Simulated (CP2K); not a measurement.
Runs of CP2K 2026.2 on SiC (Moissanite). Symmetry: P6_3mc, No. 186, hexagonal system. Conventional cell: a = 3.076 Å, b = 3.076 Å, c = 5.048 Å, α = 90.00°, β = 90.00°, γ = 120.00°. Around Si (site symmetry 3m) lie 4 C at 1.87 to 1.94 Å. C (site symmetry 3m) has 4 Si at 1.87 to 1.94 Å as nearest neighbours. 

```csv
level,potentials or basis,smearing,EPS_DEFAULT,NGRIDS,points a segment of the path (NPOINTS),bands added on the path,CUTOFF of the grids,gap on the mesh (eV),pressure (GPa),largest force (eV/Å)
r2SCAN,"POTENTIAL_UZH Si GTH-SCAN-q4, C GTH-SCAN-q4; TZVP-MOLOPT-SCAN-GTH basis",fermi-dirac 0.0259 eV,1.0E-9,4,8,6,675 Ry,(c),(b),0.78
PBEsol,"POTENTIAL_UZH Si GTH-PBE-q4, C GTH-PBE-q4; TZVP-MOLOPT-PBE-GTH basis",fermi-dirac 0.1 eV,1.0E-9,4,8,6,450 Ry,2.40,2.3,0.77
LDA,"GTH_POTENTIALS Si GTH-PADE-q4, C GTH-PADE-q4; TZVP-MOLOPT-PBE-GTH basis",fermi-dirac 0.1 eV,1.0E-9,5,10,4,450 Ry,(a),-4.8,0.74
TB-mBJ,"POTENTIAL_UZH Si GTH-PBE-q4, C GTH-PBE-q4; TZVP-MOLOPT-PBE-GTH basis",fermi-dirac 0.05 eV,1.0E-10,4,8,4,675 Ry,2.88,-,-
```

Alike in all rows: task band structure; no spin polarisation; cell as given; k mesh 10 × 10 × 5.

Fill in the values left out.

(a) 2.48; (b) -0.5; (c) 2.93.

Caveats: the mesh misses the band edges, which the band path finds closer together; the basis of atomic orbitals isn't converged, which shifts pressures, moduli and gaps; the potentials were made for another functional, which shifts forces and pressure (some runs); this is a model potential without an energy functional, so only levels have meaning (some runs).

Runs at the PBE level aren't shown here.
